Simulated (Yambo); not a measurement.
# AlN (F-43m) in Yambo: a series of runs, part 2 of 3

Yambo 5.3.0. Earlier steps stand in the parts before.

## 3. G0W0 quasiparticle levels, PBEsol (cell squeezed)

g0w00.in reads:

```
gw0
dyson
el_el_corr
rim_cut
HF_and_locXC
ppa
em1d
RandQpts= 1000000
RandGvec= 50 RL
EXXRLvcs= 84 Ry
VXCRLvcs= 84 Ry
Chimod= "HARTREE"
% BndsRnXp
 1 | 124 |
%
NGsBlkXp= 12 Ry
% LongDrXp
 1 | 1 | 1 |
%
PPAPntXp= 27.21138 eV
% GbndRnge
 1 | 124 |
%
GTermKind= "BG"
DysSolver= "n"
ExtendOut
% QPkrange
 1 | 1 | 3 | 6 |
 13 | 13 | 3 | 6 |
%
```

scf.in reads:

```
&CONTROL
  calculation = 'scf'
  prefix = 'pwscf'
  outdir = './tmp'
  pseudo_dir = './pseudo'
/
&SYSTEM
  ibrav = 0
  nat = 2
  ntyp = 2
  ecutwfc = 84
  nbnd = 9
  occupations = 'smearing'
  smearing = 'fd'
  degauss = 0.00367493
  force_symmorphic = .true.
/
&ELECTRONS
  conv_thr = 4d-10
  electron_maxstep = 120
  mixing_beta = 0.5
/
ATOMIC_SPECIES
Al    26.9815 Al.upf
N     14.0070 N.upf
CELL_PARAMETERS angstrom
   0.0000000000    2.1544765148    2.1544765148
   2.1544765148    0.0000000000    2.1544765148
   2.1544765148    2.1544765148    0.0000000000
ATOMIC_POSITIONS crystal
Al     0.0000000000    0.0000000000    0.0000000000
N      0.2500000000    0.2500000000    0.2500000000
K_POINTS automatic
10 10 10 0 0 0
```

nscf.in reads:

```
&CONTROL
  calculation = 'nscf'
  prefix = 'pwscf'
  outdir = './tmp'
  pseudo_dir = './pseudo'
/
&SYSTEM
  ibrav = 0
  nat = 2
  ntyp = 2
  ecutwfc = 84
  nbnd = 124
  occupations = 'fixed'
  force_symmorphic = .true.
/
&ELECTRONS
  conv_thr = 1d-08
  diago_full_acc = .true.
  diago_thr_init = 1d-06
/
ATOMIC_SPECIES
Al    26.9815 Al.upf
N     14.0070 N.upf
CELL_PARAMETERS angstrom
   0.0000000000    2.1544765148    2.1544765148
   2.1544765148    0.0000000000    2.1544765148
   2.1544765148    2.1544765148    0.0000000000
ATOMIC_POSITIONS crystal
Al     0.0000000000    0.0000000000    0.0000000000
N      0.2500000000    0.2500000000    0.2500000000
K_POINTS automatic
6 6 6 0 0 0
```

Potentials or basis: PseudoDojo 0.4.1 SR PBEsol standard.

The run is started by

```sh
$ OMP_NUM_THREADS=1 pw.x -in scf.in > scf.out
$ OMP_NUM_THREADS=1 pw.x -in nscf.in > nscf.out
$ cd tmp/pwscf.save; p2y; mv SAVE ../..; cd ../..
$ OMP_NUM_THREADS=1 yambo
$ OMP_NUM_THREADS=1 yambo -F g0w00.in -J g0w00 -C g0w00_out
```

Yambo's report:

```text
[... sections 02.01 to 02.04 as in the set-up run ...]

  [02.05] Energies & Occupations
  ==============================

  [X] === General ===
  [X] Electronic Temperature                        :  0.000000  0.000000 [eV K]
  [X] Bosonic    Temperature                        :  0.000000  0.000000 [eV K]
  [X] Finite Temperature mode                       : no
  [X] El. density                                   :  0.39998E+24 [cm-3]
  [X] Fermi Level                                   :  7.294903 [eV]

  [X] === Gaps and Widths ===
  [X] Conduction Band Min                           :  3.207085 [eV]
  [X] Valence Band Max                              :  0.000000 [eV]
  [X] Filled Bands                                  :   4
  [X] Empty Bands                                   :    5  124
  [X] Direct Gap                                    :  4.481904 [eV]
  [X] Direct Gap localized at k                     :  1
  [X] Indirect Gap                                  :  3.207085 [eV]
  [X] Indirect Gap between kpts                     :   1  13
  [X] Last valence band width                       :  2.631424 [eV]
  [X] 1st conduction band width                     :  4.888216 [eV]

 [03] Transferred momenta grid and indexing
 ==========================================

 IBZ Q-points                                      :  16
 BZ  Q-points                                      :  216

 K/Q-points units:
 rlu = crystal or reduced units; cc = cartesian coordinates; iku = interal k-units

 Q [ 1]         [rlu]:  0.000000  0.000000  0.000000
 Q [ 2]         [rlu]:  0.35703E-17  0.35703E-17  0.16667
 Q [ 3]         [rlu]:  0.10253E-16  0.10253E-16  0.33333
 Q [ 4]         [rlu]: -0.81599E-17 -0.81599E-17 -0.50000
 Q [ 5]         [rlu]: -0.17360E-16  0.16667      0.16667
 Q [ 6]         [rlu]: -0.10307E-16  0.16667      0.33333
 Q [ 7]         [rlu]:  0.71407E-17  0.16667      0.50000
 Q [ 8]         [rlu]: -0.81599E-17  0.16667     -0.33333
 Q [ 9]         [rlu]: -0.10253E-16  0.16667     -0.16667
 Q [10]         [rlu]: -0.34721E-16  0.33333      0.33333
 Q [11]         [rlu]:  0.25753E-17  0.33333      0.50000
 Q [12]         [rlu]: -0.76017E-16  0.33333     -0.33333
[... 252 lines left out ...]
  =============================

  Legend (energies in eV)
  - B  : Band       - Eo  : bare energy
  - E  : QP energy  - Z   : Renormalization factor
  - So : Sc(Eo)     - S   : Sc(E)
  - dSp: Sc derivative precision

  - lXC: Local XC (Perdew, Burke & Ernzerhof SOL(X)+Perdew, Burke & Ernzerhof SOL(C))
  -nlXC: non-Local XC (Hartree-Fock)

  QP [eV] @ K [1] (iku):  0.000000  0.000000  0.000000
   B=3 Eo= -0.00 E= -1.14 E-Eo= -1.14 Re(Z)=0.79 Im(Z)=-0.115487E-2 nlXC= -21.1085 lXC= -16.8869 So=  2.78350
   B=4 Eo=  0.00 E= -1.15 E-Eo= -1.15 Re(Z)=0.79 Im(Z)=-0.115488E-2 nlXC= -21.1085 lXC= -16.8869 So=  2.77508
   B=5 Eo=  4.48 E=  4.99 E-Eo=  0.50 Re(Z)=0.82 Im(Z)=-0.101467E-2 nlXC= -8.24384 lXC= -12.7984 So= -3.93987
   B=6 Eo= 12.88 E= 13.55 E-Eo=  0.67 Re(Z)=0.82 Im(Z)=-0.126224E-3 nlXC= -4.23016 lXC= -10.1903 So= -5.14515

  QP [eV] @ K [13] (iku): -0.500000  0.000000  0.000000
   B=3 Eo= -1.84 E= -3.21 E-Eo= -1.36 Re(Z)=0.79 Im(Z)=-0.123156E-2 nlXC= -20.2746 lXC= -15.4266 So=  3.11777
   B=4 Eo= -1.84 E= -3.20 E-Eo= -1.36 Re(Z)=0.79 Im(Z)=-0.123304E-2 nlXC= -20.2746 lXC= -15.4266 So=  3.12233
   B=5 Eo=  3.21 E=  3.64 E-Eo=  0.43 Re(Z)=0.84 Im(Z)=-0.957670E-3 nlXC= -5.26166 lXC= -9.56742 So= -3.78829
   B=6 Eo=  8.75 E=  9.45 E-Eo=  0.70 Re(Z)=0.84 Im(Z)=-0.906763E-3 nlXC= -4.54415 lXC= -9.80997 So= -4.43663

  [WR./g0w00//ndb.QP]-------------------------------------------------------------
   Lattice constants                                :  4.071371  4.071371  4.071371
   Coulomb cutoff potential                         : none
   Electronic Temperature                           :  0.000000 [K]
   Bosonic    Temperature                           :  0.000000 [K]
   Green`s function   energies                      : Perdew, Burke & Ernzerhof SOL(X)+Perdew, Burke & Ernzerhof SOL(C)
   wavefunctions                                    : Perdew, Burke & Ernzerhof SOL(X)+Perdew, Burke & Ernzerhof SOL(C)
   PPA    diel. fun.  energies                      : Perdew, Burke & Ernzerhof SOL(X)+Perdew, Burke & Ernzerhof SOL(C)
   wavefunctions                                    : Perdew, Burke & Ernzerhof SOL(X)+Perdew, Burke & Ernzerhof SOL(C)
   QP tot states                                    :   8
   GW solver                                        : Newton
   GW approximation                                 : PPA
   PPA imaginary Energy                             :  27.21138 ev
   RIM G`s                                          :   51
   RIM random pts                                   :  1000000
   dS/dw steps                                      :  2
   dS/dw step                                       :  0.100000 ev
   X G`s                                            :  137 used
   X G`s                                            :  137 disk
   X bands                                          :    1  124
   X poles                                          :  100.0000 o/o
   X e/h E range                                    : -1.000000 -1.000000 ev
   X Hxc Kernel                                     : HARTREE
   X BZ energy Double Grid                          : no
   X Optical Averaged directions                    : none
   Sc/G bands                                       :    1  124
   Sc/G damping                                     :  0.100000 ev
   Sc bands terminator                              : yes
   Sc terminator kind                               : BG
   Sc Terminator pole                               :  40.81708
   Sx RL components                                 :  1837

   QP @ state[ 1 ] K range                          :  1  1
   QP @ state[ 1 ] b range                          :   3   6
   QP @ state[ 2 ] K range                          :  13  13
   QP @ state[ 2 ] b range                          :   3   6
   GF energies kind                                 : Perdew, Burke & Ernzerhof SOL(X)+Perdew, Burke & Ernzerhof SOL(C)
   GF WF`s kind                                     : Perdew, Burke & Ernzerhof SOL(X)+Perdew, Burke & Ernzerhof SOL(C)
   Xs energies kind                                 : Perdew, Burke & Ernzerhof SOL(X)+Perdew, Burke & Ernzerhof SOL(C)
   Xs WF`s kind                                     : Perdew, Burke & Ernzerhof SOL(X)+Perdew, Burke & Ernzerhof SOL(C)
```

o-g0w00.qp:

```text
# GW solver                                       : Newton
# GW approximation                                : PPA
# PPA imaginary Energy                            :   27.2113800    [ev]
[... 39 lines left out ...]
        13                  5                 3.207085           3.641330           0.434246          -9.567423          -5.261664          -3.788287          -3.871513          -5.214256           0.839192          -0.957670E-3       -11.36435           57.91899
        13                  6                 8.752504           9.450546           0.698042          -9.809968          -4.544155          -4.436625          -4.567772          -5.111737           0.841854          -0.906763E-3       -13.60699           48.37308
#
```

It took 5.5 min on 1 thread of Arm Neoverse V2, shared host; peak memory 0.48 GiB.

Results:

| Item | Value |
| --- | --- |
| Band gap on the k mesh, mean-field level | 3.21 eV, indirect (least direct gap 4.48 eV) |
| Quasiparticle gap | 4.78 eV |
| Least direct quasiparticle gap | 6.12 eV |
| Quasiparticle gap at Γ | 6.12 eV |
| Band gap of the same states before the correction | 3.21 eV |

Quasiparticle terms (eV):
| k point | band | Kohn-Sham level | Vxc | Σx | Σc | Z | result |
| --- | --- | --- | --- | --- | --- | --- | --- |
| (0.000, 0.000, 0.000) | 3 | 0.00 | -16.89 | -21.11 | 2.78 | 0.79 | -1.14 |
| (0.000, 0.000, 0.000) | 4 | 0.00 | -16.89 | -21.11 | 2.78 | 0.79 | -1.15 |
| (0.000, 0.000, 0.000) | 5 | 4.48 | -12.80 | -8.24 | -3.94 | 0.82 | 4.99 |
| (0.000, 0.000, 0.000) | 6 | 12.88 | -10.19 | -4.23 | -5.15 | 0.82 | 13.55 |
| (0.000, -0.500, -0.500) | 3 | -1.84 | -15.43 | -20.27 | 3.12 | 0.79 | -3.21 |
| (0.000, -0.500, -0.500) | 4 | -1.84 | -15.43 | -20.27 | 3.12 | 0.79 | -3.20 |
| (0.000, -0.500, -0.500) | 5 | 3.21 | -9.57 | -5.26 | -3.79 | 0.84 | 3.64 |
| (0.000, -0.500, -0.500) | 6 | 8.75 | -9.81 | -4.54 | -4.44 | 0.84 | 9.45 |

Caveat: the k mesh is coarse (spacing up to 0.42 Å⁻¹), so the values aren't converged; this version prints the column dSc/dw multiplied by 27.2; the terminator is approximate in this version, by hundredths of an eV. A k mesh can miss the band edges.

## 4. Optical spectrum, PBEsol (cell squeezed)

optics1.in reads:

```
optics
chi
Chimod= "HARTREE"
% BndsRnXd
 1 | 29 |
%
NGsBlkXd= 3 Ry
% LongDrXd
 1 | 0 | 0 |
%
% QpntsRXd
 1 | 1 |
%
% EnRngeXd
 0 | 20 | eV
%
% DmRngeXd
 0.1 | 0.1 | eV
%
ETStpsXd= 200
```

scf.in is that of step 3.

nscf.in is that of step 3.

Potentials or basis: PseudoDojo 0.4.1 SR PBEsol standard.

The run is started by

```sh
$ OMP_NUM_THREADS=1 pw.x -in scf.in > scf.out
$ OMP_NUM_THREADS=1 pw.x -in nscf.in > nscf.out
$ cd tmp/pwscf.save; p2y; mv SAVE ../..; cd ../..
$ OMP_NUM_THREADS=1 yambo
$ OMP_NUM_THREADS=1 yambo -F optics1.in -J optics1 -C optics1_out
```

Yambo's report:

```text
[... sections 02.01 to 02.04 as in the set-up run ...]

  [02.05] Energies & Occupations
  ==============================

  [X] === General ===
  [X] Electronic Temperature                        :  0.000000  0.000000 [eV K]
  [X] Bosonic    Temperature                        :  0.000000  0.000000 [eV K]
  [X] Finite Temperature mode                       : no
  [X] El. density                                   :  0.39998E+24 [cm-3]
  [X] Fermi Level                                   :  7.294903 [eV]

  [X] === Gaps and Widths ===
  [X] Conduction Band Min                           :  3.207085 [eV]
  [X] Valence Band Max                              :  0.000000 [eV]
  [X] Filled Bands                                  :   4
  [X] Empty Bands                                   :    5  124
  [X] Direct Gap                                    :  4.481904 [eV]
  [X] Direct Gap localized at k                     :  1
  [X] Indirect Gap                                  :  3.207085 [eV]
  [X] Indirect Gap between kpts                     :   1  13
  [X] Last valence band width                       :  2.631424 [eV]
  [X] 1st conduction band width                     :  4.888216 [eV]

 [03] Transferred momenta grid and indexing
 ==========================================

 IBZ Q-points                                      :  16
 BZ  Q-points                                      :  216

 K/Q-points units:
 rlu = crystal or reduced units; cc = cartesian coordinates; iku = interal k-units

 Q [ 1]         [rlu]:  0.000000  0.000000  0.000000
 Q [ 2]         [rlu]:  0.35703E-17  0.35703E-17  0.16667
 Q [ 3]         [rlu]:  0.10253E-16  0.10253E-16  0.33333
 Q [ 4]         [rlu]: -0.81599E-17 -0.81599E-17 -0.50000
 Q [ 5]         [rlu]: -0.17360E-16  0.16667      0.16667
 Q [ 6]         [rlu]: -0.10307E-16  0.16667      0.33333
 Q [ 7]         [rlu]:  0.71407E-17  0.16667      0.50000
 Q [ 8]         [rlu]: -0.81599E-17  0.16667     -0.33333
 Q [ 9]         [rlu]: -0.10253E-16  0.16667     -0.16667
 Q [10]         [rlu]: -0.34721E-16  0.33333      0.33333
 Q [11]         [rlu]:  0.25753E-17  0.33333      0.50000
 Q [12]         [rlu]: -0.76017E-16  0.33333     -0.33333
 Q [13]         [rlu]: -0.18740E-17 -0.50000     -0.50000
 Q [14]         [rlu]:  0.166667  0.333333  0.500000
 Q [15]         [rlu]:  0.166667  0.333333 -0.333333
 Q [16]         [rlu]:  0.166667 -0.500000 -0.333333

 [WARNING] [Xd] User bands 1-29 break level degeneracy

 [04] Dipoles
 ============

  [04.01] Setup: observables and procedures
  =========================================

  [WF-Oscillators/G space/Transverse up loader] Normalization (few states)  min/max  :  0.24547E-16   1.0000

  [WR./optics1//ndb.dipoles]------------------------------------------------------
   Brillouin Zone Q/K grids (IBZ/BZ)                :   16  216   16  216
   RL vectors                                       :  2397 [WF]
   Fragmentation                                    : yes
   Electronic Temperature                           :  0.000000 [K]
   Bosonic    Temperature                           :  0.000000 [K]
   DIP band range                                   :   1  29
   DIP band range limits                            :   4   5
   DIP e/h energy range                             : -1.000000 -1.000000 [eV]
   RL vectors in the sum                            :  2397
   [r,Vnl] included                                 : yes
   Bands ordered                                    : yes
   Direct v evaluation                              : no
   Approach used                                    : G-space v
   Dipoles computed                                 : R V P [G-space]
   Wavefunctions                                    : Perdew, Burke & Ernzerhof SOL(X)+Perdew, Burke & Ernzerhof SOL(C)

  [WARNING] [r,Vnl^pseudo] included in position and velocity dipoles.

  [WARNING] In case H contains other non local terms, these are neglected

 [05] Optics
 ===========

 [X-CG] R(p) Tot o/o(of R):   1256  21600    100
```

Wall time 38 s (1 thread of Arm Neoverse V2, shared host); peak memory 0.29 GiB.

Results:

| Property | Result |
| --- | --- |
| Band gap on the k mesh, mean-field level | 3.21 eV, indirect (least direct gap 4.48 eV) |
| Electronic dielectric constant along the field | 4.47 |
| Electronic dielectric constant along the field, independent particles | 4.82 |

Dielectric function (along the field direction of the input):
| energy (eV) | real part | imaginary part |
| --- | --- | --- |
| 0.30 | 4.47 | 0.04 |
| 0.90 | 4.51 | 0.04 |
| 1.61 | 4.61 | 0.05 |
| 2.31 | 4.79 | 0.05 |
| 3.02 | 5.08 | 0.07 |
| 3.62 | 5.50 | 0.11 |
| 4.32 | 6.82 | 0.67 |
| 5.03 | 7.00 | 2.88 |
| 5.73 | 9.17 | 1.21 |
| 6.33 | -0.81 | 6.72 |
| 7.04 | 7.19 | 2.35 |
| 7.74 | 1.31 | 11.83 |
| 8.44 | -1.41 | 3.86 |
| 9.05 | 0.87 | 1.85 |
| 9.75 | -1.30 | 5.02 |
| 10.45 | 1.34 | 1.99 |
| 11.16 | 2.26 | 4.44 |
| 11.76 | 1.89 | 3.32 |
| 12.46 | 1.67 | 6.35 |
| 13.17 | 0.32 | 5.29 |
| 13.87 | -0.08 | 2.17 |
| 14.47 | -2.50 | 4.98 |
| 15.18 | -2.23 | 2.92 |
| 15.88 | -0.59 | 1.53 |
| 16.58 | -1.91 | 1.16 |
| 17.19 | -0.43 | 0.63 |
| 17.89 | -0.37 | 1.07 |
| 18.59 | -0.87 | 0.68 |
| 19.30 | -0.56 | 0.61 |
| 20.00 | -0.34 | 0.37 |

Caveat: the k mesh is coarse (spacing up to 0.42 Å⁻¹), so the values aren't converged; spectra need much finer meshes, so this one isn't converged; these spectra lack excitons. A k mesh can miss the band edges.

(Part 2 of 3 ends here.)
